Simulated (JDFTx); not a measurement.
# AlN (P6_3mc) in JDFTx: equation of state

How stiff is AlN in PBEsol, and what volume does it want? The cell is scaled to several volumes.

All numbers are computed with JDFTx 1.7.0 (patched build); they aren't measurements. Logs are shortened: lines on timing, memory, paths and dates and some standing lists are left out, and cuts for length are marked. The log counts tension as positive stress, the text compression.

**1. Starting point**

Symmetry: P6_3mc, No. 186, hexagonal system. Conventional cell: a = 3.113 Å, b = 3.113 Å, c = 4.981 Å, α = 90.00°, β = 90.00°, γ = 120.00°. Al (site symmetry 3m) has 4 N at 1.89 Å as nearest neighbours. Around N (site symmetry 3m) lie 4 Al at 1.89 Å.

**2. Equation of state, PBEsol, 9.82 Å³/atom (volume scaled by 0.94)**

The input, AlN.in:

```
lattice \
    5.7626282719    -2.8813141360     0.0000000000 \
    0.0000000000     4.9905824761     0.0000000000 \
    0.0000000000     0.0000000000     9.2205754650
coords-type Lattice
ion Al     0.6666666667     0.3333333333     0.5000000000 1
ion Al     0.3333333333     0.6666666667     0.0000000000 1
ion N      0.6666666667     0.3333333333     0.8800000000 1
ion N      0.3333333333     0.6666666667     0.3800000000 1

ion-species pseudo/Al.upf
ion-species pseudo/N.upf
elec-cutoff 42 336
elec-ex-corr gga-PBEsol
kpoint-folding 10 10 6
elec-smearing Fermi 0.0018374661
elec-n-bands 14
electronic-SCF nIterations 100 energyDiffThreshold 1e-09
electronic-minimize nIterations 30 energyDiffThreshold 1e-7
forces-output-coords Cartesian

dump-name run.$VAR
dump End Ecomponents EigStats BandEigs Kpoints Forces Stress
```

Potentials or basis: PseudoDojo-SR-PBEsol-0.4.1-standard with smoothed tails.

Launch:

```
$ jdftx -c 1 -i AlN.in -o AlN.out
```

Log:

```text
*************** JDFTx 1.7.0 (patched build) ***************

Input parsed successfully to the following command list (including defaults):

basis kpoint-dependent
coords-type Lattice
core-overlap-check vector
coulomb-interaction Periodic
davidson-band-ratio 1.1
dump End Forces BandEigs EigStats Ecomponents Stress Kpoints
dump-name run.$VAR
elec-cutoff 42 336
elec-eigen-algo Davidson
elec-ex-corr gga-PBEsol
elec-n-bands 14 1
elec-smearing Fermi 0.00183747
electronic-minimize  \
	dirUpdateScheme      FletcherReeves \
	linminMethod         DirUpdateRecommended \
	nIterations          30 \
	history              15 \
	knormThreshold       0 \
	maxThreshold         no \
	energyDiffThreshold  1e-07 \
	nEnergyDiff          2 \
	convergeAll          no \
	alphaTstart          1 \
	alphaTmin            1e-10 \
	updateTestStepSize   yes \
	alphaTreduceFactor   0.1 \
	alphaTincreaseFactor 3 \
	nAlphaAdjustMax      3 \
	wolfeEnergy          0.0001 \
	wolfeGradient        0.9 \
	abortOnFailedStep    no \
	fdTest               no
electronic-scf  \
	nIterations	100 \
	energyDiffThreshold	1e-09 \
	residualThreshold	1e-07 \
	mixFraction	0.5 \
	qMetric	0.8 \
	history	10 \
	nEigSteps	2 \
	eigDiffThreshold	1e-08 \
	mixedVariable	Density \
	qKerker	0.8 \
	qKappa	-1 \
	verbose	no \
	mixFractionMag	1.5
exchange-regularization WignerSeitzTruncated
fluid None
fluid-ex-corr lda-TF lda-PZ
fluid-gummel-loop 10 1.000000e-05
fluid-minimize  \
	dirUpdateScheme      PolakRibiere \
	linminMethod         DirUpdateRecommended \
	nIterations          100 \
	history              15 \
	knormThreshold       0 \
	maxThreshold         no \
	energyDiffThreshold  0 \
	nEnergyDiff          2 \
	convergeAll          no \
	alphaTstart          1 \
	alphaTmin            1e-10 \
	updateTestStepSize   yes \
	alphaTreduceFactor   0.1 \
	alphaTincreaseFactor 3 \
	nAlphaAdjustMax      3 \
	wolfeEnergy          0.0001 \
	wolfeGradient        0.9 \
	abortOnFailedStep    no \
	fdTest               no
fluid-solvent H2O 55.338 ScalarEOS \
	epsBulk 78.4 \
	pMol 0.92466 \
	epsInf 1.77 \
	Pvap 1.06736e-10 \
	sigmaBulk 4.62e-05 \
	Rvdw 2.61727 \
	Res 1.42 \
	tauNuc 343133 \
	poleEl 15 7 1
forces-output-coords Cartesian
ion Al   0.666666666700000   0.333333333300000   0.500000000000000 1
ion Al   0.333333333300000   0.666666666700000   0.000000000000000 1
ion N   0.666666666700000   0.333333333300000   0.880000000000000 1
ion N   0.333333333300000   0.666666666700000   0.380000000000000 1
ion-species pseudo/Al.upf
ion-species pseudo/N.upf
ion-width 0
ionic-minimize  \
	dirUpdateScheme      L-BFGS \
	linminMethod         DirUpdateRecommended \
	nIterations          0 \
	history              15 \
	knormThreshold       0.0001 \
	maxThreshold         no \
	energyDiffThreshold  1e-06 \
	nEnergyDiff          2 \
	convergeAll          no \
	alphaTstart          1 \
	alphaTmin            1e-10 \
	updateTestStepSize   yes \
	alphaTreduceFactor   0.1 \
	alphaTincreaseFactor 3 \
	nAlphaAdjustMax      3 \
	wolfeEnergy          0.0001 \
	wolfeGradient        0.9 \
	abortOnFailedStep    no \
	fdTest               no
kpoint   0.000000000000   0.000000000000   0.000000000000  1.00000000000000
kpoint-folding 10 10 6
latt-move-scale 1 1 1
latt-scale 1 1 1
lattice  \
	   5.762628271900000   -2.881314136000000    0.000000000000000  \
	   0.000000000000000    4.990582476100000    0.000000000000000  \
	   0.000000000000000    0.000000000000000    9.220575465000000
lattice-minimize  \
	dirUpdateScheme      L-BFGS \
	linminMethod         DirUpdateRecommended \
	nIterations          0 \
	history              15 \
	knormThreshold       0 \
	maxThreshold         no \
	energyDiffThreshold  1e-06 \
	nEnergyDiff          2 \
	convergeAll          no \
	alphaTstart          1 \
	alphaTmin            1e-10 \
	updateTestStepSize   yes \
	alphaTreduceFactor   0.1 \
	alphaTincreaseFactor 3 \
	nAlphaAdjustMax      3 \
	wolfeEnergy          0.0001 \
	wolfeGradient        0.9 \
	abortOnFailedStep    no \
	fdTest               no
lcao-params -1 1e-06 0.00183747
pcm-variant GLSSA13
perturb-minimize  \
	nIterations            0 \
	algorithm              MINRES \
	residualTol            0.0001 \
	residualDiffThreshold  0.0001 \
	CGBypass               no \
	recomputeResidual      no
spintype no-spin
subspace-rotation-factor 1 yes
symmetries automatic
symmetry-threshold 0.0001

---------- Setting up symmetries ----------

Found 24 point-group symmetries of the bravais lattice
Found 12 space-group symmetries with basis
Applied RMS atom displacement 3.32706e-10 bohrs to make symmetries exact.

---------- Initializing the Grid ----------
R =
[      5.76263     -2.88131            0  ]
[            0      4.99058            0  ]
[            0            0      9.22058  ]
unit cell volume = 265.173
G =
[    1.09033   0.629504         -0  ]
[          0    1.25901          0  ]
[          0         -0   0.681431  ]
Minimum fftbox size, Smin = [  48  48  80  ]
Chosen fftbox size, S = [  48  48  80  ]

---------- Initializing tighter grid for wavefunction operations ----------
R =
[      5.76263     -2.88131            0  ]
[            0      4.99058            0  ]
[            0            0      9.22058  ]
unit cell volume = 265.173
G =
[    1.09033   0.629504         -0  ]
[          0    1.25901          0  ]
[          0         -0   0.681431  ]
Minimum fftbox size, Smin = [  36  36  56  ]
Chosen fftbox size, S = [  36  36  56  ]

---------- Exchange Correlation functional ----------
Initalized PBEsol GGA exchange.
Initalized PBEsol GGA correlation.

---------- Setting up pseudopotentials ----------
Width of ionic core gaussian charges (only for fluid interactions / plotting) set to 0

Reading pseudopotential file 'pseudo/Al.upf':
  'Al' pseudopotential, 'PBESOL' functional
  Generated using ONCVPSP code by D. R. Hamann
  3 valence electrons, 2 orbitals, 6 projectors, 1001 radial grid points, with lMax = 2
    3S    l: 0   occupation:  2.0   eigenvalue: -0.283523
    3P    l: 1   occupation:  1.0   eigenvalue: -0.098840
  Core radius for overlap checks: 1.74 bohrs.

Reading pseudopotential file 'pseudo/N.upf':
  'N' pseudopotential, 'PBESOL' functional
  Generated using ONCVPSP code by D. R. Hamann
  5 valence electrons, 2 orbitals, 4 projectors, 1001 radial grid points, with lMax = 1
    2S    l: 0   occupation:  2.0   eigenvalue: -0.678237
    2P    l: 1   occupation:  3.0   eigenvalue: -0.258576
  Core radius for overlap checks: 1.31 bohrs.

Initialized 2 species with 4 total atoms.

Folded 1 k-points by 10x10x6 to 600 k-points.

---------- Setting up k-points, bands, fillings ----------
Adding inversion symmetry to k-mesh for non-inversion-symmetric unit cell.
Reduced to 56 k-points under symmetry.
Computing the number of bands and number of electrons
Calculating initial fillings.
nElectrons:  16.000000   nBands: 14   nStates: 56

----- Setting up reduced wavefunction bases (one per k-point) -----
average nbasis = 3447.628 , ideal nbasis = 3447.449

---------- Setting up ewald sum ----------
Optimum gaussian width for ewald sums = 2.034277 bohr.
Real space sum over 1089 unit cells with max indices [  5  5  4  ]
Reciprocal space sum over 2873 terms with max indices [  6  6  8  ]

---------- Allocating electronic variables ----------
Initializing wave functions:  linear combination of atomic orbitals
Al pseudo-atom occupations:   s ( 2 )  p ( 1 )
N pseudo-atom occupations:   s ( 2 )  p ( 3 )
	FillingsUpdate:  mu: +0.551882436  nElectrons: 16.000000
LCAOMinimize: Iter:   0  F: -23.8481997990995609  |grad|_K:  9.176e-03  alpha:  1.000e+00
	FillingsUpdate:  mu: +0.451618856  nElectrons: 16.000000
LCAOMinimize: Iter:   1  F: -24.1554660870596436  |grad|_K:  6.356e-04  alpha:  3.974e-01  linmin: -5.479e-01  cgtest:  9.205e-01
LCAOMinimize: Encountered beta<0, resetting CG.
[... 5 lines of inner loops ...]
LCAOMinimize: Iter:   4  F: -24.1568194175696114  |grad|_K:  3.697e-07  alpha:  4.155e-01  linmin:  2.708e-05  cgtest:  5.880e-03
	FillingsUpdate:  mu: +0.444838780  nElectrons: 16.000000
LCAOMinimize: Iter:   5  F: -24.1568194184886949  |grad|_K:  3.925e-08  alpha:  8.309e-01  linmin: -3.192e-03  cgtest:  6.620e-03
LCAOMinimize: Converged (|Delta F|<1.000000e-06 for 2 iters).

-------- Electronic minimization -----------
Will mix electronic density at each iteration.
	FillingsUpdate:  mu: +0.444838780  nElectrons: 16.000000
	FillingsUpdate:  mu: +0.417432480  nElectrons: 16.000000
SCF: Cycle:  0   F: -24.302336083576130   dF: -1.455e-01   |Residual|: 1.274e-01   |deigs|: 6.345e-02
	FillingsUpdate:  mu: +0.409350988  nElectrons: 16.000000
SCF: Cycle:  1   F: -24.313004274168719   dF: -1.067e-02   |Residual|: 3.874e-02   |deigs|: 1.294e-02
	FillingsUpdate:  mu: +0.408856585  nElectrons: 16.000000
SCF: Cycle:  2   F: -24.313274907788223   dF: -2.706e-04   |Residual|: 1.354e-02   |deigs|: 1.258e-03
	FillingsUpdate:  mu: +0.410078445  nElectrons: 16.000000
SCF: Cycle:  3   F: -24.313322349921645   dF: -4.744e-05   |Residual|: 2.782e-03   |deigs|: 1.593e-03
	FillingsUpdate:  mu: +0.409955412  nElectrons: 16.000000
SCF: Cycle:  4   F: -24.313326480227474   dF: -4.130e-06   |Residual|: 1.449e-03   |deigs|: 4.791e-04
	FillingsUpdate:  mu: +0.410110884  nElectrons: 16.000000
SCF: Cycle:  5   F: -24.313328748319254   dF: -2.268e-06   |Residual|: 9.775e-05   |deigs|: 2.650e-04
	FillingsUpdate:  mu: +0.410123774  nElectrons: 16.000000
SCF: Cycle:  6   F: -24.313329122279459   dF: -3.740e-07   |Residual|: 9.972e-05   |deigs|: 1.363e-04
	FillingsUpdate:  mu: +0.410117511  nElectrons: 16.000000
SCF: Cycle:  7   F: -24.313329285452181   dF: -1.632e-07   |Residual|: 2.466e-05   |deigs|: 1.593e-04
	FillingsUpdate:  mu: +0.410116805  nElectrons: 16.000000
SCF: Cycle:  8   F: -24.313329335146886   dF: -4.969e-08   |Residual|: 1.017e-05   |deigs|: 1.425e-04
	FillingsUpdate:  mu: +0.410116895  nElectrons: 16.000000
SCF: Cycle:  9   F: -24.313329357726193   dF: -2.258e-08   |Residual|: 9.850e-06   |deigs|: 1.067e-04
	FillingsUpdate:  mu: +0.410116655  nElectrons: 16.000000
SCF: Cycle: 10   F: -24.313329363869240   dF: -6.143e-09   |Residual|: 4.782e-06   |deigs|: 9.654e-05
	FillingsUpdate:  mu: +0.410116441  nElectrons: 16.000000
SCF: Cycle: 11   F: -24.313329366716157   dF: -2.847e-09   |Residual|: 2.594e-06   |deigs|: 1.671e-04
	FillingsUpdate:  mu: +0.410116366  nElectrons: 16.000000
SCF: Cycle: 12   F: -24.313329367450095   dF: -7.339e-10   |Residual|: 1.486e-06   |deigs|: 1.029e-04
	FillingsUpdate:  mu: +0.410116356  nElectrons: 16.000000
SCF: Cycle: 13   F: -24.313329367776248   dF: -3.262e-10   |Residual|: 9.159e-07   |deigs|: 7.836e-05
SCF: Converged (|Delta E|<1.000000e-09 for 2 iters).

Setting wave functions to eigenvectors of Hamiltonian

# Stress tensor in Cartesian coordinates [Eh/a0^3]:
[ -0.000470932            0            0  ]
[            0 -0.000470932            0  ]
[            0            0 -0.000509505  ]

# Ionic positions in lattice coordinates:
ion Al   0.666666666666667   0.333333333333333   0.500000000000000 1
ion Al   0.333333333333333   0.666666666666667   0.000000000000000 1
ion N   0.666666666666667   0.333333333333333   0.880000000000000 1
ion N   0.333333333333333   0.666666666666667   0.380000000000000 1

# Forces in Cartesian coordinates:
force Al   0.000000000000000   0.000000000000000  -0.003537404336172 1
force Al  -0.000000000000000  -0.000000000000000  -0.003537404336172 1
force N   0.000000000000000  -0.000000000000000   0.003537044331623 1
force N   0.000000000000000  -0.000000000000000   0.003537044331623 1

# Energy components:
   Eewald =      -22.1963377681770062
       EH =        5.4943455352160822
     Eloc =      -15.5822124722664608
      Enl =       -1.3173341350150862
      Exc =       -8.4956824325769151
 Exc_core =        1.2125947729914190
       KE =       16.5712971320517291
-------------------------------------
     Etot =      -24.3133293677762445
       TS =        0.0000000000000049
-------------------------------------
        F =      -24.3133293677762481

IonicMinimize: Iter:   0  F: -24.313329367776248  |grad|_K:  2.042e-03
IonicMinimize: None of the convergence criteria satisfied after 0 iterations.

#--- Lowdin population analysis ---
# oxidation-state Al +1.087 +1.087
# oxidation-state N -1.024 -1.024

Dumping 'run.eigStats' ...
	eMin: -0.287807 at state 0 ( [ +0.000000 +0.000000 +0.000000 ] spin 0 )
	HOMO: +0.282363 at state 0 ( [ +0.000000 +0.000000 +0.000000 ] spin 0 )
	mu  : +0.410116
	LUMO: +0.454558 at state 0 ( [ +0.000000 +0.000000 +0.000000 ] spin 0 )
	eMax: +0.785188 at state 0 ( [ +0.000000 +0.000000 +0.000000 ] spin 0 )
	HOMO-LUMO gap: +0.172196
	Optical gap  : +0.172196 at state 0 ( [ +0.000000 +0.000000 +0.000000 ] spin 0 )
Done!
[note: mu as printed may lie anywhere between the filled and the empty levels]
```

Run time: 4 min. Hardware: 1 thread of Arm Neoverse N1, shared host; peak memory 0.25 GiB.

What came out:

```
Free energy            : -661.5994 eV
Pressure               : 14.2 GPa
Largest force          : 0.182 eV/Å
Band gap on the k mesh : 4.69 eV, direct
Loewdin charges        : Al +1.09; N -1.02 e
```

**3. Equation of state, PBEsol, 10.03 Å³/atom (volume scaled by 0.96)**

Changes to AlN.in since step 2:

```diff
@@ -1,5 +1,5 @@
 lattice \
-    5.7626282719    -2.8813141360     0.0000000000 \
-    0.0000000000     4.9905824761     0.0000000000 \
-    0.0000000000     0.0000000000     9.2205754650
+    5.8032114984    -2.9016057492     0.0000000000 \
+    0.0000000000     5.0257285811     0.0000000000 \
+    0.0000000000     0.0000000000     9.2855112345
 coords-type Lattice
```

Potentials or basis: PseudoDojo-SR-PBEsol-0.4.1-standard with smoothed tails.

Launch:

```
$ jdftx -c 1 -i AlN.in -o AlN.out
```

It took 4 min on 1 thread of Arm Neoverse N1, shared host; peak memory 0.25 GiB.

Results (log left out):

```yaml
Free_energy: -661.6600 eV
Pressure: 9.1 GPa
Largest_force: 0.164 eV/Å
Band_gap_on_the_k_mesh: 4.50 eV, direct
Loewdin_charges: Al +1.08; N -1.01 e
```

**4. Equation of state, PBEsol, 10.24 Å³/atom (volume scaled by 0.98)**

Changes to AlN.in since step 3:

```diff
@@ -1,5 +1,5 @@
 lattice \
-    5.8032114984    -2.9016057492     0.0000000000 \
-    0.0000000000     5.0257285811     0.0000000000 \
-    0.0000000000     0.0000000000     9.2855112345
+    5.8432349113    -2.9216174556     0.0000000000 \
+    0.0000000000     5.0603898736     0.0000000000 \
+    0.0000000000     0.0000000000     9.3495512667
 coords-type Lattice
```

Launch:

```
$ jdftx -c 1 -i AlN.in -o AlN.out
```

Wall time 4.1 min (1 thread of Arm Neoverse N1, shared host); peak memory 0.26 GiB.

The run converged. Its results:

| Item | Value |
| --- | --- |
| Free energy | -661.6949 eV |
| Pressure | 4.4 GPa |
| Largest force | 0.148 eV/Å |
| Band gap on the k mesh | 4.31 eV, direct |
| Loewdin charges | Al +1.07; N -1.01 e |

**5. Equation of state, PBEsol, 10.45 Å³/atom**

Changes to AlN.in since step 4:

```diff
@@ -1,5 +1,5 @@
 lattice \
-    5.8432349113    -2.9216174556     0.0000000000 \
-    0.0000000000     5.0603898736     0.0000000000 \
-    0.0000000000     0.0000000000     9.3495512667
+    5.8827174260    -2.9413587130     0.0000000000 \
+    0.0000000000     5.0945827342     0.0000000000 \
+    0.0000000000     0.0000000000     9.4127258268
 coords-type Lattice
```

Launch:

```
$ jdftx -c 1 -i AlN.in -o AlN.out
```

Wall time 4.2 min (1 thread of Arm Neoverse N1, shared host); peak memory 0.27 GiB.

It converged, with:

```yaml
Free_energy: -661.7066 eV
Pressure: 0.1 GPa
Largest_force: 0.132 eV/Å
Band_gap_on_the_k_mesh: 4.14 eV, direct
Loewdin_charges: Al +1.06; N -1.00 e
```

**6. Equation of state, PBEsol, 10.66 Å³/atom (volume scaled by 1.02)**

Changes to AlN.in since step 5:

```diff
@@ -1,5 +1,5 @@
 lattice \
-    5.8827174260    -2.9413587130     0.0000000000 \
-    0.0000000000     5.0945827342     0.0000000000 \
-    0.0000000000     0.0000000000     9.4127258268
+    5.9216769550    -2.9608384774     0.0000000000 \
+    0.0000000000     5.1283226760     0.0000000000 \
+    0.0000000000     0.0000000000     9.4750635760
 coords-type Lattice
```

Potentials or basis: PseudoDojo-SR-PBEsol-0.4.1-standard with smoothed tails.

Launch:

```
$ jdftx -c 1 -i AlN.in -o AlN.out
```

It took 4.1 min on 1 thread of Arm Neoverse N1, shared host; peak memory 0.27 GiB.

Results (log left out):

| Quantity | Value |
| --- | --- |
| Free energy | -661.6971 eV |
| Pressure | -3.7 GPa |
| Largest force | 0.117 eV/Å |
| Band gap on the k mesh | 3.96 eV, direct |
| Loewdin charges | Al +1.05; N -0.99 e |

**7. Equation of state, PBEsol, 10.87 Å³/atom (volume scaled by 1.04)**

Changes to AlN.in since step 6:

```diff
@@ -1,5 +1,5 @@
 lattice \
-    5.9216769550    -2.9608384774     0.0000000000 \
-    0.0000000000     5.1283226760     0.0000000000 \
-    0.0000000000     0.0000000000     9.4750635760
+    5.9601304801    -2.9800652400     0.0000000000 \
+    0.0000000000     5.1616244056     0.0000000000 \
+    0.0000000000     0.0000000000     9.5365916869
 coords-type Lattice
```

Launch:

```
$ jdftx -c 1 -i AlN.in -o AlN.out
```

Wall time 4.2 min (1 thread of Arm Neoverse N1, shared host); peak memory 0.28 GiB.

It converged, with:

```
Free energy            : -661.6685 eV
Pressure               : -7.2 GPa
Largest force          : 0.104 eV/Å
Band gap on the k mesh : 3.80 eV, direct
Loewdin charges        : Al +1.04; N -0.98 e
```

**8. Equation of state, PBEsol, 11.08 Å³/atom (volume scaled by 1.06)**

Changes to AlN.in since step 7:

```diff
@@ -1,5 +1,5 @@
 lattice \
-    5.9601304801    -2.9800652400     0.0000000000 \
-    0.0000000000     5.1616244056     0.0000000000 \
-    0.0000000000     0.0000000000     9.5365916869
+    5.9980941182    -2.9990470591     0.0000000000 \
+    0.0000000000     5.1945018808     0.0000000000 \
+    0.0000000000     0.0000000000     9.5973359469
 coords-type Lattice
```

Launch:

```
$ jdftx -c 1 -i AlN.in -o AlN.out
```

Wall time 4.2 min (1 thread of Arm Neoverse N1, shared host); peak memory 0.28 GiB.

Results (log left out):

| Item | Value |
| --- | --- |
| Free energy | -661.6225 eV |
| Pressure | -10.4 GPa |
| Largest force | 0.091 eV/Å |
| Band gap on the k mesh | 3.64 eV, direct |
| Loewdin charges | Al +1.04; N -0.98 e |

**9. Equation of state, PBEsol**

Potentials or basis: PseudoDojo-SR-PBEsol-0.4.1-standard with smoothed tails.

No new run: the results of the series are fitted here.

Results:

```yaml
Equilibrium_volume: 10.46 Å³/atom
Bulk_modulus_at_fixed_shape_and_positions: 201 GPa
Pressure_derivative_of_the_bulk_modulus: 3.9
```

Energy against volume, from the lowest point:
```
volume (Å³/atom)  energy (meV/atom)
           9.824              26.79
          10.033              11.64
          10.242               2.91
          10.451               0.00
          10.660               2.37
          10.869               9.52
          11.078              21.01
```

Caveat: the cell was scaled at fixed shape and fractional positions, which overstates the stiffness of a crystal with free parameters, most of all of layers and chains.
